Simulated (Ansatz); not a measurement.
**SiNi3 in Ansatz: the effect of functional**

SiNi3:

```
Ni Si
1.0
     3.56546    0.00000    0.00000
     0.00000    3.56546    0.00000
     0.00000    0.00000    3.56546
Ni Si
3 1
Direct
  0.50000 0.50000 0.00000
  0.50000 0.00000 0.50000
  0.00000 0.50000 0.50000
  0.00000 0.00000 0.00000
```

The cell isn't the ideal one: volume scaled by 1.02.

Alike in all runs:

* Program: Ansatz 0.2.0
* Task: single point
* Potentials or basis: Ansatz PAW
* k mesh: 8 × 8 × 8
* Occupations: fermi-dirac, width 0.05 eV
* Spin: collinear spin, ferromagnetic start
* Starting moments: [1.0, 1.0, 1.0, 0.0] μB

One run gave: pressure -16.8 GPa; moment 0.18 μB. Which functional did it use?
A. PBEsol
B. r2SCAN
C. LDA

B.

```tsv
functional	cutoff	pressure (GPa)	moment (μB)
LDA	420 eV (not typed: the program's choice for these potentials)	-23.1	0.00
PBEsol	420 eV (not typed: the program's choice for these potentials)	-17.3	0.00
r2SCAN	500 eV (not typed: the program's choice for these potentials)	-16.8	0.18
```

Caveats: the PAW data sets come from PBE, with cores solved anew for the run's functional, which leaves a small shift of forces and pressure; the starting moments weren't kept; the magnetic or orbital state may not be the lowest (some runs).
